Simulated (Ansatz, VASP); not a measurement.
Two plane-wave programs on W

```
W
1.0
    -1.60075    1.60075    1.60075
     1.60075   -1.60075    1.60075
     1.60075    1.60075   -1.60075
W
1
Cartesian
  0.0000 0.0000 0.0000
```

Alike in both runs: task relaxation of cell and atoms; functional LDA; k mesh 8 × 8 × 8; occupations gaussian, width 0.1 eV; no spin polarisation.

|  | VASP | Ansatz |
| --- | --- | --- |
| version | VASP 6.6.1 | Ansatz 0.2.0 |
| potentials or method | VASP PAW LDA potentials, release 64 (W_sv) | scalar-relativistic, plane waves, PAW |
| plane-wave cutoff (eV) | 600 | 600 |
| valence electrons in the cell | 14 | 14 |

Ansatz gave:

```
gap on the k mesh at the Fermi level, each at its own relaxed structure (eV) : none
relaxed volume (Å³/atom)                                                     : 15.45
relaxed cell length with the largest relative difference (Å)                 : 2.717
energy change over the relaxation (meV/atom)                                 : -57
```

Task: Estimate VASP's values.

Result: gap on the k mesh at the Fermi level, each at its own relaxed structure (eV): none; relaxed volume (Å³/atom): 15.56; relaxed cell length with the largest relative difference (Å): 2.724; energy change over the relaxation (meV/atom): -47.

A gap of «none» marks a metal or a gap that the smearing closes. Ansatz warned: «pseudo_functional_mismatch».

 The runs have no spin-orbit coupling, so splittings on W are missing. Zero-point motion and thermal expansion aren't in these numbers.
